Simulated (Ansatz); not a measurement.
## Elastic constants of SiO$_{2}$: input and output

Level of theory: Ansatz 0.2.0, DFT LDA, scalar-relativistic, plane waves, PAW.

Launched with:
```bash
ansatz run input.yaml --threads 4 --pin off --max-ram 12288MiB --backend cpu --events-out ev --progress --plain --runs-dir out
```

Input (bare energies are in eV):
```yaml
crystal:
  lattice:
    - [0.0, 4.6986710264, 7.3419730999]
    - [2.3471506475, 0.0, 7.3419730999]
    - [2.3471506475, 4.6986710264, 0.0]
  atoms:
    - { symbol: Si, position: [0.5630813198, 0.5630813198, 0.9369186802] }
    - { symbol: Si, position: [0.3130813198, 0.3130813198, 0.6869186802] }
    - { symbol: Si, position: [0.6869186802, 0.6869186802, 0.3130813198] }
    - { symbol: Si, position: [0.9369186802, 0.9369186802, 0.5630813198] }
    - { symbol: O, position: [0.625, 0.125, 0.625] }
    - { symbol: O, position: [0.625, 0.625, 0.125] }
    - { symbol: O, position: [0.625, 0.625, 0.625] }
    - { symbol: O, position: [0.125, 0.625, 0.625] }
    - { symbol: O, position: [0.1856413953, 0.8143586047, 0.1856413953] }
    - { symbol: O, position: [0.8143586047, 0.1856413953, 0.8143586047] }
    - { symbol: O, position: [0.4356413953, 0.0643586047, 0.4356413953] }
    - { symbol: O, position: [0.0643586047, 0.4356413953, 0.0643586047] }
basis:
  ecutwfc: 420
kpoints:
  mp_grid: { grid: [6, 6, 6] }
hamiltonian:
  xc: lda
scf:
  occupations: { method: fixed }
output:
  forces: true
  stress: true
  eigenvalues: true
elastic:
  mode: relaxed_ion
  stencil: two_point
```

From the output:
```
--- Elastic constants: 6 strain directions × 2 members + reference (group order 8) ---
  dense FFT box of the reference and of every strained cell: 60×54×36
  strains applied: 11, 22, 33, 23, 13, 12; error gains: componentwise 1.00 (the most a stress slope's error grows in a printed constant), spectral 1.00 (1 for all six strains in a standard setting)
  reference relaxed by the batch: 3 steps; max|allowed force component| 1.72e-4 eV/Å at the deck's positions, 6.32e-6 at the last accepted step, 6.36e-6 by the solve of record
  largest displacement 7.5e-6 Å; the constants are those of the deck's cell at these positions:
  atoms:
    - { symbol: Si, position: [0.5630810189959926, 0.5630810189959926, 0.9369189810040074] }
    - { symbol: Si, position: [0.3130810189959927, 0.3130810189959926, 0.6869189810040073] }
    - { symbol: Si, position: [0.6869189810040073, 0.6869189810040073, 0.3130810189959927] }
    - { symbol: Si, position: [0.9369189810040072, 0.9369189810040072, 0.5630810189959928] }
    - { symbol: O, position: [0.625, 0.12499999999999994, 0.625] }
    - { symbol: O, position: [0.625, 0.6249999999999998, 0.1250000000000001] }
    - { symbol: O, position: [0.625, 0.6249999999999998, 0.6250000000000001] }
    - { symbol: O, position: [0.1250000000000001, 0.6249999999999999, 0.6249999999999999] }
    - { symbol: O, position: [0.18564059544680012, 0.8143594045531998, 0.18564059544680017] }
    - { symbol: O, position: [0.8143594045531998, 0.18564059544680012, 0.8143594045531997] }
    - { symbol: O, position: [0.4356405954468002, 0.06435940455319974, 0.4356405954468002] }
    - { symbol: O, position: [0.06435940455319991, 0.4356405954468001, 0.06435940455319988] }
  C = ∂σ_k/∂η_j (tension-positive GPa; Voigt order 11 22 33 23 13 12):
       188.416     71.723    108.850     -0.000     -0.000      0.000
        71.788    183.741    104.807     -0.000      0.000     -0.000
       108.843    104.744    180.341     -0.000      0.000      0.000
         0.000      0.000      0.000      1.154      0.000     -0.000
         0.000      0.000      0.000      0.000    100.358     -0.000
         0.000     -0.000      0.000     -0.000     -0.000     50.964
  reference stress σ⁰ (GPa):      0.007      0.004     -0.001      0.000      0.000     -0.000
  C* (energy form; C + prestress term) asymmetry max|C*_kj − C*_jk| = 6.721e-2 GPa — a small one proves nothing (zero by symmetry where the batch's group is 432, −43m or m−3m); a large one is finite-difference/SCF noise where every solve ...
  moduli (Voigt/Reuss/Hill, GPa): K = 124.81/123.77/124.29   G = 48.30/5.29/26.80   E = 75.00   ν = 0.399
  mechanically stable: yes (min eigenvalue of sym C = 1.15 GPa)
  strain η (Voigt 11):  stress-route row diagonal C_11 = 188.42 GPa, energy-path curvature d²(F+E_count+ΔE)/dδ²/Ω₀ = 187.82 GPa
         δ    σ_11 (GPa) F (eV) n_scf n_hpsi n_pw
    -2.000e-3      -0.3694       -6890.6731713       2   14814   3212   relax 3 steps, max|allowed force component| 8.19e-6 eV/Å
     2.000e-3       0.3843       -6890.6731282       2   14912   3220   relax 3 steps, max|allowed force component| 1.54e-6 eV/Å
  strain η (Voigt 22):  stress-route row diagonal C_22 = 183.74 GPa, energy-path curvature d²(F+E_count+ΔE)/dδ²/Ω₀ = 184.49 GPa
         δ    σ_22 (GPa) F (eV) n_scf n_hpsi n_pw
    -2.000e-3      -0.3639       -6890.6729987       2   15178   3212   relax 3 steps, max|allowed force component| 4.57e-5 eV/Å
     2.000e-3       0.3711       -6890.6731345       2   15116   3220   relax 3 steps, max|allowed force component| 2.90e-6 eV/Å
  strain η (Voigt 33):  stress-route row diagonal C_33 = 180.34 GPa, energy-path curvature d²(F+E_count+ΔE)/dδ²/Ω₀ = 180.39 GPa
         δ    σ_33 (GPa) F (eV) n_scf n_hpsi n_pw
    -2.000e-3      -0.3612       -6890.6729721       2   15018   3212   relax 4 steps, max|allowed force component| 1.53e-6 eV/Å
     2.000e-3       0.3602       -6890.6730492       2   14811   3212   relax 3 steps, max|allowed force component| 5.90e-7 eV/Å
  strain η (Voigt 23):  stress-route row diagonal C_44 = 1.15 GPa, energy-path curvature d²(F+E_count+ΔE)/dδ²/Ω₀ = 1.18 GPa
         δ    σ_23 (GPa) F (eV) n_scf n_hpsi n_pw
    -2.000e-3      -0.0023       -6890.6733678       2   22191   3212   relax 6 steps, max|allowed force component| 5.40e-6 eV/Å
     2.000e-3       0.0023       -6890.6733678       2   22128   3212   relax 6 steps, max|allowed force component| 2.96e-6 eV/Å
  strain η (Voigt 13):  stress-route row diagonal C_55 = 100.36 GPa, energy-path curvature d²(F+E_count+ΔE)/dδ²/Ω₀ = 100.57 GPa
         δ    σ_13 (GPa) F (eV) n_scf n_hpsi n_pw
    -2.000e-3      -0.2007       -6890.6732979       2   22273   3212   relax 5 steps, max|allowed force component| 2.73e-5 eV/Å
     2.000e-3       0.2007       -6890.6732979       2   22021   3212   relax 4 steps, max|allowed force component| 4.96e-5 eV/Å
  strain η (Voigt 12):  stress-route row diagonal C_66 = 50.96 GPa, energy-path curvature d²(F+E_count+ΔE)/dδ²/Ω₀ = 51.24 GPa
         δ    σ_12 (GPa) F (eV) n_scf n_hpsi n_pw
    -2.000e-3      -0.1019       -6890.6733493       2   22364   3216   relax 6 steps, max|allowed force component| 2.76e-6 eV/Å
     2.000e-3       0.1019       -6890.6733493       2   22321   3216   relax 3 steps, max|allowed force component| 4.39e-5 eV/Å
```

Time: 2.9 min on 4 threads of Intel(R) Xeon(R) 6975P-C (Granite Rapids) (shared host), peak memory 0.87 GiB.

This form isn't the usual stable structure of the compound.